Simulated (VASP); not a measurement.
# Er (Fm-3m) in VASP: notebook, part 2 of 2

VASP 6.6.1.

**4. Single point, PBE, collinear spin, ferromagnetic start**

INCAR reads:

```
SYSTEM = Er
PREC     = Accurate       ! precision mode
ENCUT    = 450            ! plane-wave cutoff, eV
EDIFF    = 1E-6           ! SCF threshold, eV
ISMEAR   = 0              ! smearing method
SIGMA    = 0.2            ! smearing width, eV
LREAL    = Auto         
LASPH    = .True.         ! aspherical terms in the spheres
NELM     = 100            ! most SCF steps
ALGO     = Normal         ! electronic algorithm
ISIF     = 2              ! what is computed and relaxed
LWAVE    = .False.        ! write WAVECAR
LCHARG   = .False.        ! write CHGCAR
ISPIN    = 2              ! spin polarisation
MAGMOM   = 3              ! initial moments
LORBIT   = 11             ! projections on sites
LMAXMIX  = 6              ! l up to which the mixer works
GGA      = PE             ! functional
ADDGRID  = .False.
```

KPOINTS reads:

```
Automatic mesh
0
Gamma
  6 6 6
  0 0 0
```

POSCAR reads:

```
Er
1.0
   -0.0089250000      2.4571370000      2.4791170000
    2.4542050000     -0.0023290000      2.4725200000
    2.4870360000      2.4833720000     -0.0351600000
Er
1
Direct
   -0.0043710000     -0.0077920000     -0.0181410000
```

Potentials or basis: VASP PAW PBE potentials, release 64 (Er_3), 4f in core.

On the command line:

```sh
> cat potpaw_PBE.64/Er_3/POTCAR > POTCAR
> mpirun -np 1 vasp_std > vasp.out
```

OUTCAR:

```text
SYSTEM = Er
   PREC = Accurate
   ENCUT = 450
   EDIFF = 1E-6
   ISMEAR = 0
   LREAL = Auto
   LASPH = .True.
   NELM = 100
   ISIF = 2
   ISPIN = 2
   LORBIT = 11
   GGA = PE

 Found    112 irreducible k-points:

 Following reciprocal coordinates:
            Coordinates               Weight
  0.000000  0.000000  0.000000      1.000000
  0.166667  0.000000 -0.000000      2.000000
  0.333333  0.000000 -0.000000      2.000000
  0.500000  0.000000 -0.000000      1.000000
 -0.000000  0.166667 -0.000000      2.000000
  0.166667  0.166667 -0.000000      2.000000
   k-points           NKPTS =    112   k-points in BZ     NKDIM =    112   number of bands    NBANDS=     10
   number of dos      NEDOS =    301   number of ions     NIONS =      1
   total plane-waves  NPLWV =  13824
   dimension x,y,z NGX =    24 NGY =   24 NGZ =   24
   dimension x,y,z NGXF=    48 NGYF=   48 NGZF=   48
   ions per type =               1
   NGX,Y,Z   is equivalent  to a cutoff of  11.43, 11.45, 11.35 a.u.
   NGXF,Y,Z  is equivalent  to a cutoff of  22.86, 22.91, 22.70 a.u.
 SYSTEM =  Er
   PREC   = accura    normal or accurate (medium, high low for compatibility)
   ISTART =      0    job   : 0-new  1-cont  2-samecut
   ICHARG =      2    charge: 1-file 2-atom 10-const
   ISPIN  =      2    spin polarized calculation?
   LNONCOLLINEAR =      F non collinear calculations
   LSORBIT =      F    spin-orbit coupling
   LASPH  =      T    aspherical Exc in radial PAW
   ENCUT  =  450.0 eV  33.07 Ry    5.75 a.u.   6.04  6.03  6.08*2*pi/ulx,y,z
   NELM   =    100;   NELMIN=  2; NELMDL= -5     # of ELM steps
   EDIFF  = 0.1E-05   stopping-criterion for ELM
   LREAL  =      T    real-space projection
   EDIFFG = 0.1E-04   stopping-criterion for IOM
   NSW    =      0    number of steps for IOM
   IBRION =     -1    ionic relax: 0-MD 1-quasi-New 2-CG
   NFREE  =      0    steps in history (QN), initial steepest desc. (CG)
   ISIF   =      2    stress and relaxation
   ISYM   =      2    0-nonsym 1-usesym 2-fastsym
   POTIM  = 0.5000    time-step for ionic-motion
   TEBEG  =    0.0;   TEEND  =   0.0 temperature during run
   PSTRESS=    0.0 pullay stress
   NELECT =       9.0000    total number of electrons
   NUPDOWN=      -1.0000    fix difference up-down
   EMIN   =  10.00;   EMAX   =-10.00  energy-range for DOS
   EFERMI =   0.00;   METHOD = LEGACY
   ISMEAR =     0;   SIGMA  =   0.20  broadening in eV -4-tet -1-fermi 0-gaus
   EFERMI_NEDOS =   21; number of points for ismear=-14 and -15
   IALGO  =     38    algorithm
   IMIX   =      4    mixing-type and parameters
     AMIX     =   0.40;   BMIX     =  1.00
     AMIX_MAG =   1.60;   BMIX_MAG =  1.00
  volume/ion in A,a.u.               =      30.50       205.83
[... 43 lines left out ...]
      4      -2.4834      1.00000
      5       4.9221      0.00000
      6       5.1614      0.00000
      7       5.1878      0.00000
      8       7.3857      0.00000
      9       7.4994      0.00000
     10      12.6416      0.00000
[... 53 lines left out ...]
 k-point     6 :       0.1667    0.1667   -0.0000
  band No.  band energies     occupation
      1     -21.4569      1.00000
      2     -21.3630      1.00000
      3     -21.3546      1.00000
      4      -1.5085      1.00000
      5       4.0135      0.00000
      6       5.6486      0.00000
      7       5.7676      0.00000
      8       5.9940      0.00000
      9       7.8606      0.00000
     10      14.7837      0.00000

 [... further k-points ...]

 spin component 2

 k-point     1 :       0.0000    0.0000    0.0000
  band No.  band energies     occupation
      1     -21.3141      1.00000
      2     -21.3024      1.00000
      3     -21.2993      1.00000
      4      -2.4832      1.00000
      5       4.9221      0.00000
      6       5.1614      0.00000
      7       5.1878      0.00000
      8       7.3857      0.00000
      9       7.4994      0.00000
     10      12.6420      0.00000
[... 53 lines left out ...]
 k-point     6 :       0.1667    0.1667   -0.0000
  band No.  band energies     occupation
      1     -21.4568      1.00000
      2     -21.3629      1.00000
      3     -21.3545      1.00000
      4      -1.5083      1.00000
      5       4.0136      0.00000
      6       5.6485      0.00000
      7       5.7676      0.00000
      8       5.9941      0.00000
      9       7.8606      0.00000
     10      14.7843      0.00000

 [... further k-points ...]
[... 5 lines left out ...]
  --------------------------------------------------------------------------------------
  -------------------------------------------------------------------------------------
  Total        0.0264443      0.0354931     -0.0207324     -0.0590030      0.0672067      0.1014069
  in kB        1.3891224      1.8644549     -1.0890725     -3.0994288      3.5303712      5.3269072
  external PRESSURE =       0.7215016 kB  Pullay stress =       0.0000000 kB

 VOLUME and BASIS-vectors are now :
 -----------------------------------------------------------------------------
  energy-cutoff  :      450.00
  volume of cell :       30.50
      direct lattice vectors                 reciprocal lattice vectors
    -0.008925000  2.457137000  2.479117000    -0.201313527  0.204442392  0.200014888
     2.454205000 -0.002329000  2.472520000     0.204685885 -0.202140878  0.201085569
     2.487036000  2.483372000 -0.035160000     0.199378760  0.200206110 -0.197713292

 POSITION                                       TOTAL-FORCE (eV/Angst)
 -----------------------------------------------------------------------------------
      4.86811      4.88241      4.88701        -0.000000      0.000000      0.000000
 -----------------------------------------------------------------------------------
    total drift:                               -0.000002     -0.000001     -0.000000

  FREE ENERGIE OF THE ION-ELECTRON SYSTEM (eV)
  ---------------------------------------------------
  free  energy   TOTEN  =        -4.4951421437 eV

  energy  without entropy=       -4.4663496356  energy(sigma->0) =       -4.48074589

 total charge

# of ion       s       p       d       tot
------------------------------------------
    1        0.517   6.504   1.101   8.121

 magnetization (x)

# of ion       s       p       d       tot
------------------------------------------
    1       -0.000   0.000  -0.000   0.000
```

stdout:

```text
POSCAR found type information on POSCAR Er
 POSCAR found :  1 types and       1 ions
 scaLAPACK will be used
 -----------------------------------------------------------------------------
|                                                                             |
|                                                                             |
|     You have a (more or less) 'small supercell' and for smaller cells       |
|     it is recommended to use the reciprocal-space projection scheme!        |
|     The real-space optimization is not efficient for small cells and it     |
|     is also less accurate ...                                               |
|     Therefore, set LREAL=.FALSE. in the INCAR file.                         |
|                                                                             |
 -----------------------------------------------------------------------------

 LDA part: xc-table for (Slater+PW92), standard interpolation
 POSCAR, INCAR and KPOINTS ok, starting setup
 FFT: planning ... GRIDC
 FFT: planning ... GRID_SOFT
 FFT: planning ... GRID
 WAVECAR not read
 entering main loop
```

Run time: 35 s. Hardware: 1 thread of Intel Xeon 6975P-C (Granite Rapids), shared host; peak memory 0.17 GiB.

These settings aren't checked as converged: the numbers below hold their error.

Results:

```yaml
Free_energy: -4.4951 eV
Pressure: 0.1 GPa
Band_gap_on_the_k_mesh: none (metal or under the smearing width)
Net_moment: 0.00 μB per cell
Valence_electrons_inside_the_program's_atomic_spheres: Er 8.12
```

Caveat: the k mesh is coarse (spacing up to 0.37 Å⁻¹), so the values aren't converged; the magnetic or orbital state may not be the lowest; spin-orbit coupling is left out, which moves the levels of the heavy elements; the 4f electrons are frozen in the core as for a trivalent ion, so they carry no moment and show no levels.

**5. Single point, PBE, collinear spin, ferromagnetic start**

Changes to INCAR since step 4:

```diff
@@ -3,6 +3,6 @@
 ENCUT    = 450            ! plane-wave cutoff, eV
-EDIFF    = 1E-6           ! SCF threshold, eV
+EDIFF    = 0.01           ! SCF threshold, eV
 ISMEAR   = 0              ! smearing method
 SIGMA    = 0.2            ! smearing width, eV
-LREAL    = Auto         
+LREAL    = .False.        ! projectors in reciprocal space
 LASPH    = .True.         ! aspherical terms in the spheres
```

KPOINTS is that of step 4.

POSCAR reads:

```
Er
1.0
    0.0000000000      2.4798434248      2.4798434248
    2.4798434248      0.0000000000      2.4798434248
    2.4798434248      2.4798434248      0.0000000000
Er
1
Direct
    0.0000000000      0.0000000000      0.0000000000
```

On the command line:

```sh
> cat potpaw_PBE.64/Er_3/POTCAR > POTCAR
> mpirun -np 1 vasp_std > vasp.out
```

Run time: 5.3 s. Hardware: 1 thread of Intel Xeon 6975P-C (Granite Rapids), shared host; peak memory 0.14 GiB.

These settings aren't checked as converged: the numbers below hold their error.

Results:

```
Free energy                                           : -4.4954 eV
Pressure                                              : 0.8 GPa
Band gap on the k mesh                                : none (metal or under the smearing width)
Net moment                                            : -0.08 μB per cell
Site moments                                          : Er -0.04 μB
Valence electrons inside the program's atomic spheres : Er 8.12
```

Caveat: the k mesh is coarse (spacing up to 0.37 Å⁻¹), so the values aren't converged; the magnetic or orbital state may not be the lowest; spin-orbit coupling is left out, which moves the levels of the heavy elements; the 4f electrons are frozen in the core as for a trivalent ion, so they carry no moment and show no levels.
